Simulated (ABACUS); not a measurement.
# Cs under changes of volume

One of the cells (122.477 Å³/atom); the others are scaled copies at fixed shape and fractional positions:

```
Cs
1.0
    -3.12847    3.12847    3.12847
     3.12847   -3.12847    3.12847
     3.12847    3.12847   -3.12847
Cs
1
Direct
  0.00000 0.00000 0.00000
```

| Quantity | Value |
| --- | --- |
| Program | ABACUS 3.10.1 |
| Functional | PBE |
| Potentials or basis | PseudoDojo NC SR 0.4.1 PBE standard |
| Cutoff | 1361 eV |
| Density cutoff | 5442 eV |
| Basis | TZDP LCAO (the cutoffs set its grid) |
| k mesh | 6 × 6 × 6 |
| Occupations | fermi-dirac, width 0.05 eV |
| Spin | no spin polarisation |

```csv
volume (Å³/atom),energy over the lowest point (meV/atom),pressure (GPa)
115.128,0.01,0.0
117.578,0.00,0.0
120.027,0.62,-0.1
122.477,1.80,-0.1
124.926,?,?
127.376,5.68,-0.2
129.825,8.30,-0.2
```

Problem. What does the run at 124.926 Å³/atom give?

Solution. Energy over the lowest point 3.50 meV/atom; pressure -0.1 GPa.

Worked out: A Birch-Murnaghan fit of order 3 (a polynomial in V^(-2/3)) to the other rows has its minimum at 116.36 Å³/atom with B0 = V·E''(V) = 2.0 GPa and B' = 3.1. It gives 3.50 meV/atom at 124.926 Å³/atom, against the run's 3.50, and -dE/dV = -0.1 GPa, against -0.1.

Energies are extrapolated to zero smearing.

Caveats: the atomic orbitals were generated for these runs and aren't a published set; the orbitals of K, Rb and Cs are too short, which can make volumes 7 to 10 % small; the basis of atomic orbitals isn't converged, which shifts pressures, moduli and gaps.
